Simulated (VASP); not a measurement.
Runs of VASP 6.6.1 on Pd. Symmetry: Im-3m, No. 229, cubic system. Conventional cell: a = 3.080 Å, b = 3.080 Å, c = 3.080 Å, α = 90.00°, β = 90.00°, γ = 90.00°. Pd (site symmetry m-3m) has 8 Pd at 2.67 Å as nearest neighbours. The cell was built by a generator and needn't be a form met in nature.

| task | cell | k mesh | cutoff (eV) | mesh quality | gap on the mesh (eV) | pressure (GPa) | relaxed volume (Å³/atom) |
| --- | --- | --- | --- | --- | --- | --- | --- |
| relaxation of cell and atoms | relaxed | 8 × 8 × 8 | 600 | coarse | none | 0.0 | (a) |
| relaxation of cell and atoms | relaxed | 24 × 24 × 24 | 600 | not flagged | none | 0.0 | 14.64 |
| single point | Im-3m, 14.7 Å³/atom | 8 × 8 × 8 | 520 | not flagged | none | -0.4 | - |
| single point | Im-3m, 14.67 Å³/atom | 24 × 24 × 24 | 520 | not flagged | none | -0.4 | - |

Alike in all rows: level PBEsol; potentials or basis VASP PAW PBE potentials, release 64 (Pd); no spin polarisation; smearing gaussian 0.1 eV.

Question: Estimate the missing entries.

Answer: (a) 14.67.

Caveats: some runs use coarse meshes; the PAW data sets were made with another functional, which shifts forces and pressure a little.

A k mesh can miss the band edges, and the runs leave out spin-orbit coupling on Pd.

A gap of «none» marks a metal or a gap under the smearing width.
